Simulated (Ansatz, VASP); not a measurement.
## One calculation of SnO, two programs

POSCAR

```
SnO
1.0
    3.7925880617      0.0000000000      0.0000000000
    0.0000000000      3.7925880617      0.0000000000
    0.0000000000      0.0000000000      4.6632194833
Sn O
2 2
Direct
    0.0000000000      0.5000000000      0.2450799023
    0.5000000000      0.0000000000      0.7549200977
    0.5000000000      0.5000000000      0.0000000000
    0.0000000000      0.0000000000      0.0000000000
```

Contents of INCAR.step1:

```
  PREC = Accurate
  ENCUT = 520
  ISMEAR = -1
  SIGMA = 0.02
  LREAL = False
  LASPH = True
  NELM = 60
  NBANDS = 28
  GGA = PE
  ALGO = Normal
  EDIFF = 1E-4
  LWAVE = True
  LCHARG = False
```

Contents of INCAR.step2:

```
  PREC = Accurate
  ENCUT = 520
  EDIFF = 1E-6
  ISMEAR = -1
  SIGMA = 0.02
  LREAL = False
  LASPH = True
  NELM = 60
  ALGO = Normal
  ISIF = 2
  LWAVE = False
  LCHARG = True
  METAGGA = R2SCAN
  LMIXTAU = True
  LELF = True
  LVHAR = True
  NBANDS = 28
  ISTART = 1
```

Contents of KPOINTS:

```
regular mesh
0
Gamma
  6 6 6
```

Input for Ansatz:

```yaml
crystal:
  lattice:
    - [3.7925880617, 0.0, 0.0]
    - [0.0, 3.7925880617, 0.0]
    - [0.0, 0.0, 4.6632194833]
  atoms:
    - { symbol: Sn, position: [0.0, 0.5, 0.2450799023] }
    - { symbol: Sn, position: [0.5, 0.0, 0.7549200977] }
    - { symbol: O, position: [0.5, 0.5, 0.0] }
    - { symbol: O, position: [0.0, 0.0, 0.0] }
kpoints:
  mp_grid: { grid: [6, 6, 6] }
  band_path:
    path:
      - [0.0, 0.0, 0.0]
      - [0.0, 0.5, 0.0]
      - [0.5, 0.5, 0.0]
      - [0.0, 0.0, 0.5]
      - [0.0, 0.5, 0.5]
      - [0.5, 0.5, 0.5]
      - [-0.0625, -0.0625, 0.0]
    npoints: 1
hamiltonian:
  xc: r2scan
scf:
  occupations: { method: fermi_dirac, width: 0.02 }
  n_extra_bands: 5
output:
  forces: true
  stress: true
  eigenvalues: true
```

Change from the starting cell: uniaxial_z strain -2.0%.

Alike in both runs: task single point; functional r2SCAN; k mesh 6 × 6 × 6; occupations fermi-dirac, width 0.02 eV; no spin polarisation.

```csv
,VASP,Ansatz
version,VASP 6.6.1,Ansatz 0.2.0
potentials or method,"VASP PAW PBE potentials, release 64 (Sn_d, O)","plane waves, PAW"
plane-wave cutoff (eV),520,500
valence electrons in the cell,40,40
```

|  | VASP | Ansatz | Ansatz less VASP |
| --- | --- | --- | --- |
| pressure (GPa) | 2.3 | 1.7 | -0.63 |
| largest component of the traceless stress (GPa) | 0.43 | 0.48 | +0.047 |
| rms of the force components (eV/Å) | 0.053 | 0.007 | -0.0454 |

Atom by atom the forces differ by 0.060 eV/Å (rms over components). With one functional, cell and mesh, what is left measures potentials, basis and numerics.

Caveats: the PAW data sets were made with another functional, which shifts forces and pressure a little (VASP).
